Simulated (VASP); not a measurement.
# TePb (Fm-3m) in VASP: further runs, part 3 of 3

VASP 6.6.1. The steps go on from the part before.

## 5. Relaxation of the atoms, r2SCAN (a relaxed cell with its volume scaled by 1.06)

INCAR reads:

```
SYSTEM = TePb
PREC = Accurate
ENCUT = 600
EDIFF = 1E-7
ISMEAR = 0
SIGMA = 0.03
LREAL = .False.
LASPH = .True.
NELM = 80
ALGO = Normal
ISIF = 2
LWAVE = .False.
LCHARG = .False.
METAGGA = R2SCAN
LMIXTAU = .True.
IBRION = 2
NSW = 40
EDIFFG = -0.01
```

KPOINTS reads:

```
Automatic mesh
0
Gamma
  8 8 8
  0 0 0
```

POSCAR reads:

```
TePb                                    
1.0
    0.0000000000      3.3317296495      3.3317296495
    3.3317296495      0.0000000000      3.3317296495
    3.3317296495      3.3317296495      0.0000000000
  Te              Pb            
     1     1
Direct
     0.5000000000000000    0.5000000000000000    0.5000000000000000
     0.0000000000000000    0.0000000000000000    0.0000000000000000
```

Potentials or basis: VASP PAW PBE potentials, release 64 (Te, Pb_d).

Command:

```sh
> cat potpaw_PBE.64/Te/POTCAR potpaw_PBE.64/Pb_d/POTCAR > POTCAR
> mpirun -np 1 vasp_std > vasp.out
```

OUTCAR:

```text
SYSTEM = TePb
   PREC = Accurate
   ENCUT = 600
   EDIFF = 1E-7
   ISMEAR = 0
   LREAL = .False.
   LASPH = .True.
   NELM = 80
   ISIF = 2
   METAGGA = R2SCAN
   IBRION = 2
   NSW = 40
   EDIFFG = -0.01

 ion  position               nearest neighbor table
   1  0.500  0.500  0.500-   2 3.33   2 3.33   2 3.33   2 3.33   2 3.33   2 3.33
   2  0.000  0.000  0.000-   1 3.33   1 3.33   1 3.33   1 3.33   1 3.33   1 3.33

  LATTYP: Found a face centered cubic cell.
 ALAT       =     6.6634592990

  Lattice vectors:

 A1 = (   0.0000000000,   3.3317296495,   3.3317296495)
 A2 = (   3.3317296495,   0.0000000000,   3.3317296495)
 A3 = (   3.3317296495,   3.3317296495,   0.0000000000)

Analysis of symmetry for initial positions (statically):
=====================================================================
 Subroutine PRICEL returns:
 Original cell was already a primitive cell.

 Routine SETGRP: Setting up the symmetry group for a
 face centered cubic supercell.

 Subroutine GETGRP returns: Found 48 space group operations
 (whereof 48 operations were pure point group operations)
 out of a pool of 48 trial point group operations.

[... 172 lines left out ...]
 k-point     1 :       0.0000    0.0000    0.0000
  band No.  band energies     occupation
      1     -12.8918      2.00000
      2     -12.8918      2.00000
      3     -12.8872      2.00000
      4     -12.8872      2.00000
      5     -12.8872      2.00000
      6      -7.4009      2.00000
      7      -1.5189      2.00000
      8       3.2250      2.00000
      9       3.2250      2.00000
     10       3.2250      2.00000
     11       8.5935      0.00000
     12       8.5935      0.00000
     13       8.5935      0.00000
     14      10.7495      0.00000
[... 377 lines left out ...]
      1     -12.9115      2.00000
      2     -12.8974      2.00000
      3     -12.8826      2.00000
      4     -12.8790      2.00000
      5     -12.8737      2.00000
      6      -5.9709      2.00000
      7      -3.8522      2.00000
      8       1.9713      2.00000
      9       2.1422      2.00000
     10       3.9821      2.00000
     11       6.0572      0.00000
     12       8.1034      0.00000
     13       8.4592      0.00000
     14      11.6908      0.00000

 [... further k-points ...]
[... 5 lines left out ...]
  --------------------------------------------------------------------------------------
  -------------------------------------------------------------------------------------
  Total       -0.9930213     -0.9930213     -0.9930213      0.0000000      0.0000000      0.0000000
  in kB      -21.5094781    -21.5094781    -21.5094781      0.0000000      0.0000000      0.0000000
  external PRESSURE =     -21.5094781 kB  Pullay stress =       0.0000000 kB

 VOLUME and BASIS-vectors are now :
 -----------------------------------------------------------------------------
  energy-cutoff  :      600.00
  volume of cell :       73.97
      direct lattice vectors                 reciprocal lattice vectors
     0.000000000  3.331729650  3.331729650    -0.150072201  0.150072201  0.150072201
     3.331729650  0.000000000  3.331729650     0.150072201 -0.150072201  0.150072201
     3.331729650  3.331729650  0.000000000     0.150072201  0.150072201 -0.150072201

 POSITION                                       TOTAL-FORCE (eV/Angst)
 -----------------------------------------------------------------------------------
      3.33173      3.33173      3.33173         0.000000      0.000000      0.000000
      0.00000      0.00000      0.00000         0.000000      0.000000      0.000000
 -----------------------------------------------------------------------------------
    total drift:                                0.000000     -0.000000     -0.000000

  FREE ENERGIE OF THE ION-ELECTRON SYSTEM (eV)
  ---------------------------------------------------
  free  energy   TOTEN  =       -82.6774908742 eV

  energy  without entropy=      -82.6774908742  energy(sigma->0) =      -82.67749087

 reached required accuracy - stopping structural energy minimisation
```

OSZICAR:

```text
N       E                     dE             d eps       ncg     rms          rms(c)
DAV:   1     0.852248016910E+02    0.85225E+02   -0.10211E+04   812   0.154E+03
DAV:   2    -0.747865656007E+02   -0.16001E+03   -0.15623E+03   830   0.357E+02
DAV:   3    -0.867847956836E+02   -0.11998E+02   -0.11842E+02  1094   0.103E+02
DAV:   4    -0.870921118853E+02   -0.30732E+00   -0.30717E+00   880   0.202E+01
[... 15 lines left out ...]
DAV:  20    -0.826774900666E+02   -0.26120E-05   -0.28521E-06   854   0.211E-02    0.513E-03
DAV:  21    -0.826774904608E+02   -0.39423E-06   -0.25553E-06   848   0.156E-02    0.234E-03
DAV:  22    -0.826774905838E+02   -0.12296E-06   -0.17424E-07   682   0.465E-03    0.164E-03
DAV:  23    -0.826774908679E+02   -0.28408E-06   -0.33228E-07   650   0.325E-03    0.423E-04
DAV:  24    -0.826774908742E+02   -0.62992E-08   -0.30749E-08   406   0.174E-03
   1 F= -.82677491E+02 E0= -.82677491E+02  d E =-.826775E+02
```

Run time: 2.4 min. Hardware: 1 thread of Intel Xeon Platinum 8488C (Sapphire Rapids), shared host; peak memory 0.27 GiB.

Results:

* Free energy: -82.6775 eV
* Pressure after relaxing: -2.2 GPa
* Band gap on the k mesh: 1.20 eV, direct

Final structure:
```
Te Pb
1.0
     0.00000    3.33173    3.33173
     3.33173    0.00000    3.33173
     3.33173    3.33173    0.00000
Te Pb
1 1
Direct
  0.50000 0.50000 0.50000
  0.00000 0.00000 0.00000
```

Caveat: the relaxation stopped at its first step, so nothing moved; the PAW data sets were made with another functional, which shifts forces and pressure a little; spin-orbit coupling is left out, which as a rule narrows the gap of such compounds by several tenths of an eV.

## 6. Relaxation of cell and atoms, PBEsol

This run uses another cell than the first one, of 33.73 Å³/atom, 0.967 times its volume.

INCAR reads:

```
ALGO = Normal
EDIFF = 1E-6
EDIFFG = -0.01
ENCUT = 600
GGA = PS
IBRION = 2
ISIF = 3
ISMEAR = 0
KPAR = 8
LASPH = True
LCHARG = False
LREAL = False
LWAVE = False
NELM = 80
NSW = 90
PREC = Accurate
SIGMA = 0.03
```

KPOINTS reads:

```
k-points
0
Gamma
  8 8 8
```

POSCAR reads:

```
TePb
1.0
    0.0000000000      3.2310000000      3.2310000000
    3.2310000000      0.0000000000      3.2310000000
    3.2310000000      3.2310000000      0.0000000000
Te Pb
1 1
Direct
    0.5000000000      0.5000000000      0.5000000000
    0.0000000000      0.0000000000      0.0000000000
```

Potentials or basis: VASP PAW PBE potentials, release 64 (Te, Pb_d).

Command:

```sh
> cat potpaw_PBE.64/Te/POTCAR potpaw_PBE.64/Pb_d/POTCAR > POTCAR
> mpirun -np 8 vasp_std > vasp.out
```

It took 29 s on 8 MPI ranks of Intel Xeon Platinum 8488C (Sapphire Rapids), shared host; peak memory 0.28 GiB.

It converged, with:

- Free energy: -8.2592 eV
- Relaxed volume: 33.44 Å³/atom
- Relaxed cell: a = 4.556 Å, b = 4.556 Å, c = 4.556 Å, α = 60.00°, β = 60.00°, γ = 60.00°
- Space group after relaxing (to 0.05 Å): Fm-3m (No. 225)
- Energy gained by relaxing: 0.3 meV/atom
- Ionic steps: 3
- Pressure after relaxing: 0.0 GPa
- Band gap on the k mesh: 0.65 eV, direct

The path:
| step | energy change (eV) | largest force (eV/Å) | pressure (GPa) | volume (Å³) |
| --- | --- | --- | --- | --- |
| 1 | 0.0000 | 0.0000 | -0.39 | 67.46 |
| 2 | -0.0006 | 0.0000 | 0.16 | 66.66 |
| 3 | -0.0007 | 0.0000 | -0.01 | 66.89 |

Final structure:
```
CELL_PARAMETERS angstrom
0.00000 3.22185 3.22185
3.22185 0.00000 3.22185
3.22185 3.22185 0.00000
ATOMIC_POSITIONS crystal
Te 0.50000 0.50000 0.50000
Pb 0.00000 0.00000 0.00000
```

Levels at points of the mesh, in eV from the valence-band top:
| k point | band 8 | band 9 | band 10 | band 11 | band 12 | band 13 |
| --- | --- | --- | --- | --- | --- | --- |
| (0.00, 0.00, 0.00) | -1.37 | -1.37 | -1.37 | 4.07 | 4.07 | 4.07 |
| (0.50, 0.00, 0.00) | -0.90 | -0.90 | 0.00 | 0.65 | 1.22 | 1.22 |
| (0.50, 0.50, 0.00) | -4.59 | -2.85 | -2.85 | 3.17 | 5.49 | 5.49 |

Caveat: the PAW data sets were made with another functional, which shifts forces and pressure a little; spin-orbit coupling is left out, which as a rule narrows the gap of such compounds by several tenths of an eV.

## 7. Overview

```csv
task,level,cell,gap on the mesh (eV),pressure (GPa)
relaxation of the atoms,r2SCAN,atoms relaxed,1.09,0.0
relaxation of the atoms,r2SCAN,atoms relaxed from: a relaxed cell with its volume scaled by 1.02,1.13,-0.8
relaxation of the atoms,r2SCAN,atoms relaxed from: a relaxed cell with its volume scaled by 1.04,1.17,-1.5
relaxation of the atoms,r2SCAN,atoms relaxed from: a relaxed cell with its volume scaled by 1.06,1.20,-2.2
relaxation of cell and atoms,PBEsol,relaxed,0.65,0.0
```

Alike in all rows: potentials or basis VASP PAW PBE potentials, release 64 (Te, Pb_d); no spin polarisation; k mesh 8 × 8 × 8; cutoff (eV) 600; smearing gaussian 0.03 eV.

Caveats: the PAW data sets were made with another functional, which shifts forces and pressure a little; spin-orbit coupling is left out, which as a rule narrows the gap of such compounds by several tenths of an eV; the relaxation stopped at its first step, so nothing moved (some runs).

Absolute energies hang on the potentials; compare differences alone.

## 8. How close it comes

Step 2. Against the measured gap of TePb, 0.19 eV (direct; 4.2 K; a printed reference work, monograph), the calculated 1.09 eV is off by +0.90 eV. Spin-orbit coupling on Pb, Te is left out. The value is that of r2SCAN on a finite k mesh, which can miss the band edges, without temperature or zero-point motion.
